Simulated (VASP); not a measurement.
# Mo (Im-3m) in VASP: further runs, part 2 of 2

VASP 6.6.1.

### Step 4. Relaxation of the atoms, LDA (a relaxed cell with its volume scaled by 1.04)

File INCAR:

```
SYSTEM = Mo
PREC = Accurate
ENCUT = 600
EDIFF = 1E-7
ISMEAR = 1
SIGMA = 0.1
LREAL = .False.
LASPH = .True.
NELM = 80
ALGO = Normal
ISIF = 2
LWAVE = .False.
LCHARG = .False.
GGA = CA
IBRION = 2
NSW = 40
EDIFFG = -0.01
```

File KPOINTS:

```
Automatic mesh
0
Gamma
  16 16 16
  0 0 0
```

File POSCAR:

```
Mo                                      
1.0
   -1.5780956562      1.5780956562      1.5780956562
    1.5780956562     -1.5780956562      1.5780956562
    1.5780956562      1.5780956562     -1.5780956562
  Mo            
     1
Direct
     0.0000000000000000    0.0000000000000000    0.0000000000000000
```

Potentials or basis: VASP PAW LDA potentials, release 64 (Mo_sv).

Launch:

```
$ cat potpaw_LDA.64/Mo_sv/POTCAR > POTCAR
$ mpirun -np 1 vasp_std > vasp.out
```

OUTCAR:

```text
SYSTEM = Mo
   PREC = Accurate
   ENCUT = 600
   EDIFF = 1E-7
   ISMEAR = 1
   LREAL = .False.
   LASPH = .True.
   NELM = 80
   ISIF = 2
   GGA = CA
   IBRION = 2
   NSW = 40
   EDIFFG = -0.01

 ion  position               nearest neighbor table
   1  0.000  0.000  0.000-

  LATTYP: Found a body centered cubic cell.
 ALAT       =     3.1561913124

  Lattice vectors:

 A1 = (  -1.5780956562,   1.5780956562,   1.5780956562)
 A2 = (   1.5780956562,  -1.5780956562,   1.5780956562)
 A3 = (   1.5780956562,   1.5780956562,  -1.5780956562)

Analysis of symmetry for initial positions (statically):
=====================================================================
 Subroutine PRICEL returns:
 Original cell was already a primitive cell.

 Routine SETGRP: Setting up the symmetry group for a
 body centered cubic supercell.

 Subroutine GETGRP returns: Found 48 space group operations
 (whereof 48 operations were pure point group operations)
 out of a pool of 48 trial point group operations.

The static configuration has the point symmetry O_h .

Analysis of symmetry for dynamics (positions and initial velocities):
=====================================================================
 Subroutine PRICEL returns:
 Original cell was already a primitive cell.

 Routine SETGRP: Setting up the symmetry group for a
 body centered cubic supercell.

 Subroutine GETGRP returns: Found 48 space group operations
 (whereof 48 operations were pure point group operations)
 out of a pool of 48 trial point group operations.

The dynamic configuration has the point symmetry O_h .

 Subroutine INISYM returns: Found 48 space group operations
 (whereof 48 operations are pure point group operations),
 and found     1 'primitive' translations

----------------------------------------------------------------------------------------

                                     Primitive cell

  volume of cell :      15.7203
[... 115 lines left out ...]
   IVDW    =     0    specifies the selected vdW correction
   LEPSILON=     F    determine dielectric tensor
   LRPA    =     F    only Hartree local field effects (RPA)
 conjugate gradient relaxation of ions
 non-spin polarized calculation
 Methfessel and Paxton  Order N= 1 SIGMA  =   0.10
  energy-cutoff  :      600.00
  volume of cell :       15.72
 maximum number of plane-waves:       540
 NGX is ok and might be reduce to    24
   NGX = 11   NGY = 11   NGZ = 11

 number of electron      14.0000002 magnetization

 Free energy of the ion-electron system (eV)
  ---------------------------------------------------
  ext. energy  EPLUGINS =         0.00000000
  ---------------------------------------------------
  free energy    TOTEN  =       -12.11572473 eV

  energy without entropy =      -12.11632126  energy(sigma->0) =      -12.11592358

 E-fermi :  12.3827     XC(G=0): -13.5710

 val. band max:       12.3594791432   @ k =  -0.1875   0.1875   0.0625
 cond. band min:      12.3883933747   @ k =   0.3750   0.0000   0.0000
 fundamental gap:      0.0289142315
 Fermi energy:        12.3827124623

 k-point     1 :       0.0000    0.0000    0.0000
  band No.  band energies     occupation
      1     -48.5533      2.00000
      2     -22.0078      2.00000
      3     -22.0078      2.00000
      4     -22.0078      2.00000
      5       5.1638      2.00000
      6      11.0146      2.00000
      7      11.0146      2.00000
      8      11.0146      2.00000
      9      13.9906     -0.00000
     10      13.9906     -0.00000
     11      27.1919      0.00000
[... 309 lines left out ...]
 k-point    24 :       0.2500    0.1875   -0.0000
  band No.  band energies     occupation
      1     -48.3190      2.00000
      2     -23.1045      2.00000
      3     -22.4621      2.00000
      4     -22.1290      2.00000
      5       8.2154      2.00000
      6       9.4743      2.00000
      7      10.5838      2.00000
      8      13.4399     -0.00000
      9      14.7473      0.00000
     10      16.9925      0.00000
     11      25.5289      0.00000

 [... further k-points ...]

------------------------ aborting loop because EDIFF is reached ----------------------------------------

  FORCE on cell =-STRESS in cart. coord.  units (eV):
  Direction    XX          YY          ZZ          XY          YZ          ZX
  --------------------------------------------------------------------------------------
  -------------------------------------------------------------------------------------
  Total       -1.0415702     -1.0415702     -1.0415702      0.0000000     -0.0000000      0.0000000
  in kB     -106.1546886   -106.1546886   -106.1546886      0.0000000     -0.0000000      0.0000000
  external PRESSURE =    -106.1546886 kB  Pullay stress =       0.0000000 kB

 VOLUME and BASIS-vectors are now :
 -----------------------------------------------------------------------------
  energy-cutoff  :      600.00
  volume of cell :       15.72
      direct lattice vectors                 reciprocal lattice vectors
    -1.578095656  1.578095656  1.578095656     0.000000000  0.316837574  0.316837574
     1.578095656 -1.578095656  1.578095656     0.316837574  0.000000000  0.316837574
     1.578095656  1.578095656 -1.578095656     0.316837574  0.316837574  0.000000000

 POSITION                                       TOTAL-FORCE (eV/Angst)
 -----------------------------------------------------------------------------------
      0.00000      0.00000      0.00000        -0.000000      0.000000     -0.000000
 -----------------------------------------------------------------------------------
    total drift:                                0.000000      0.000000      0.000000

  FREE ENERGIE OF THE ION-ELECTRON SYSTEM (eV)
  ---------------------------------------------------
  free  energy   TOTEN  =       -12.1157247313 eV

  energy  without entropy=      -12.1163212645  energy(sigma->0) =      -12.11592358

 reached required accuracy - stopping structural energy minimisation
```

Run time: 19 s. Hardware: 1 thread of AMD EPYC 7R13 (Zen 3), shared host; peak memory 0.12 GiB.

Results:

```
Free energy             : -12.1157 eV
Pressure after relaxing : -10.6 GPa
Band gap on the k mesh  : none (metal or under the smearing width)
```

Final structure:
```cif
data_structure
_symmetry_space_group_name_H-M 'P 1'
_symmetry_Int_Tables_number 1
_cell_length_a 2.7333
_cell_length_b 2.7333
_cell_length_c 2.7333
_cell_angle_alpha 109.471
_cell_angle_beta 109.471
_cell_angle_gamma 109.471
_cell_volume 15.72
loop_
_atom_site_label
_atom_site_type_symbol
_atom_site_fract_x
_atom_site_fract_y
_atom_site_fract_z
_atom_site_occupancy
Mo1 Mo 0.00000 0.00000 0.00000 1
```

Caveat: the relaxation stopped at its first step, so nothing moved.

### Step 5. Relaxation of the atoms, LDA (a relaxed cell with its volume scaled by 1.06)

INCAR is that of step 4.

KPOINTS is that of step 4.

File POSCAR:

```
Mo                                      
1.0
   -1.5881474919      1.5881474919      1.5881474919
    1.5881474919     -1.5881474919      1.5881474919
    1.5881474919      1.5881474919     -1.5881474919
  Mo            
     1
Direct
     0.0000000000000000    0.0000000000000000    0.0000000000000000
```

Launch:

```
$ cat potpaw_LDA.64/Mo_sv/POTCAR > POTCAR
$ mpirun -np 1 vasp_std > vasp.out
```

Wall time 19 s (1 thread of AMD EPYC 7R13 (Zen 3), shared host); peak memory 0.12 GiB.

The run converged. Its results:

```yaml
Free_energy: -12.0916 eV
Pressure_after_relaxing: -15.1 GPa
Band_gap_on_the_k_mesh: none (metal or under the smearing width)
```

Final structure:
```cif
data_structure
_symmetry_space_group_name_H-M 'P 1'
_symmetry_Int_Tables_number 1
_cell_length_a 2.7508
_cell_length_b 2.7508
_cell_length_c 2.7508
_cell_angle_alpha 109.471
_cell_angle_beta 109.471
_cell_angle_gamma 109.471
_cell_volume 16.02
loop_
_atom_site_label
_atom_site_type_symbol
_atom_site_fract_x
_atom_site_fract_y
_atom_site_fract_z
_atom_site_occupancy
Mo1 Mo 0.00000 0.00000 0.00000 1
```

Levels at points of the mesh, in eV from the Fermi level:
```csv
k point,band 4,band 5,band 6,band 7,band 8,band 9,band 10,band 11
"(0.00, 0.00, 0.00)",-34.42,-7.15,-1.32,-1.32,-1.32,1.58,1.58,14.79
"(0.50, 0.00, 0.00)",-34.43,-5.19,-3.30,1.59,1.61,2.21,4.61,11.25
"(0.50, 0.50, 0.50)",-35.33,-5.28,-5.28,3.87,3.87,3.87,8.86,8.86
```

Caveat: the relaxation stopped at its first step, so nothing moved.

### Step 6. The runs side by side

```csv
cell,gap on the mesh (eV),pressure (GPa)
atoms relaxed,none,-0.1
atoms relaxed from: a relaxed cell with its volume scaled by 1.02,none,-5.6
atoms relaxed from: a relaxed cell with its volume scaled by 1.04,none,-10.6
atoms relaxed from: a relaxed cell with its volume scaled by 1.06,none,-15.1
```

Alike in all rows: task relaxation of the atoms; level LDA; potentials or basis VASP PAW LDA potentials, release 64 (Mo_sv); no spin polarisation; k mesh 16 × 16 × 16; cutoff (eV) 600; smearing methfessel-paxton 0.1 eV.

Caveats: the relaxation stopped at its first step, so nothing moved.

Total energies depend on the potentials used, so only differences within one code and one set of settings carry meaning.
